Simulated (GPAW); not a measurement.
# Calculated records

## BaS (Fm-3m): one start, several treatments of the self-energy

It takes space group Fm-3m (No. 225, cubic). The conventional cell has a = 6.387 Å, b = 6.387 Å, c = 6.387 Å, α = 90.00°, β = 90.00°, γ = 90.00°. Nearest to Ba lie 6 S at 3.19 Å. S has 6 Ba at 3.19 Å nearest. Farther neighbours and most contacts between anions are not listed.

```
Ba S
1.0
     0.00000    3.19375    3.19375
     3.19375    0.00000    3.19375
     3.19375    3.19375    0.00000
Ba S
1 1
Cartesian
  0.0000 0.0000 0.0000
  3.1937 3.1937 3.1937
```

```yaml
method: DFT, PBE, plane waves, PAW (and 1 further level or step)
program: GPAW 26.7.0
settings_of_one_run: cutoff 450 eV, GPAW PAW setups 1.2.1 data release, 4×4×4 k-mesh, nbands 281
cost: 3 runs, 18 min in all on 4 MPI ranks of Intel Xeon Platinum 8259CL at 2.50GHz (Skylake/Cascade Lake), shared host (the runs of this entry)
notes: The cell and positions come from the Crystallography Open Database and are kept as given unless a step says otherwise. Limits: no spin-orbit coupling. Bands and cutoff are finite, so the gap is not at the basis limit. The miss can reach some tenths of an eV and take either sign; the mesh is an error of its own.
g0w0_godby_needs_plasmon_pole: 3.452 eV
g0w0_with_ralda_vertex: 3.449 eV
known_limits: not at the basis limit; no spin-orbit coupling
```

G0W0 with rALDA vertex: −0.004 eV against G0W0, Godby-Needs plasmon pole, at other bands or cutoff, so not like for like. With the rALDA kernel as a vertex the gap is 3.30 eV (in the polarisability), 3.64 eV (in the self-energy) and 3.51 eV (in both), against 3.45 eV without.

[Paths, hosts, dates, memory and timing lines, banners, echoed tables and standing remarks are left out of the program output.]

[Logs are printed without paths, hosts, clocks, repeated set-up lines and the standing remarks that a program may print on its own settings, such as how far it seeks lower states.]

[Runs of the session that timed out or met a known fault of the program may be left out.]

[Hosts, paths, dates, database ids (printed as entryN), source tags and the programs' standing remarks are cut or masked in the printed files.]
